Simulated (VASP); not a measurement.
Pd: relaxation of cell and atoms with LDA

Pd:

```
Pd
1.0
     0.00000    1.94650    1.94650
     1.94650    0.00000    1.94650
     1.94650    1.94650    0.00000
Pd
1
Direct
  0.00000 0.00000 0.00000
```

| Quantity | Value |
| --- | --- |
| Program | VASP 6.6.1 |
| Task | relaxation of cell and atoms |
| Functional | LDA |
| Potentials or basis | VASP PAW LDA potentials, release 64 (Pd) |
| Cutoff | 600 eV |
| k mesh | 10 × 10 × 10 |
| Occupations | fermi-dirac, width 0.05 eV |
| Spin | no spin polarisation |
| Ladder | gaps |
| Further INCAR settings | ALGO = Fast; EDIFF = 1e-06; IBRION = 2; EDIFFG = -0.02; NSW = 60; ISIF = 3 |

```
Relaxed volume                         : 14.17 Å³/atom
Relaxed cell                           : a = 2.716 Å, b = 2.716 Å, c = 2.716 Å, α = 60.00°, β = 60.00°, γ = 60.00°
Space group after relaxing (to 0.05 Å) : Fm-3m (No. 225)
Energy gained by relaxing              : 16.1 meV/atom
Ionic steps                            : 3
Pressure after relaxing                : -0.2 GPa
Band gap on the k mesh                 : none (metal or under the smearing width)
```

The path:
| step | energy change (eV) | largest force (eV/Å) | pressure (GPa) | volume (Å³) |
| --- | --- | --- | --- | --- |
| 1 | 0.0000 | 0.0000 | -8.32 | 14.75 |
| 2 | 0.0409 | 0.0000 | 19.99 | 13.17 |
| 3 | -0.0161 | 0.0000 | -0.22 | 14.17 |

Final structure:
```yaml
crystal:
  lattice:
    - [0.00000, 1.92074, 1.92074]
    - [1.92074, 0.00000, 1.92074]
    - [1.92074, 1.92074, 0.00000]
  atoms:
    - { symbol: Pd, position: [0.00000, 0.00000, 0.00000] }
```

Levels at points of the mesh, in eV from the Fermi level:
```tsv
k point	band 2	band 3	band 4	band 5	band 6	band 7	band 8	band 9
(0.00, 0.00, 0.00)	-3.08	-3.08	-3.08	-1.33	-1.33	17.11	22.05	22.05
(0.50, 0.00, 0.00)	-3.13	-3.13	-0.03	-0.03	0.82	7.55	16.49	21.28
(0.50, 0.50, 0.00)	-5.51	-0.05	0.30	0.30	3.22	11.12	13.25	13.25
```

It took 20 s on 1 thread of AMD EPYC 7R13 Processor (Zen 3) (shared host), peak memory 0.11 GiB.

LDA usually gives volumes a few per cent too small. Zero-point motion and thermal expansion aren't in these numbers.
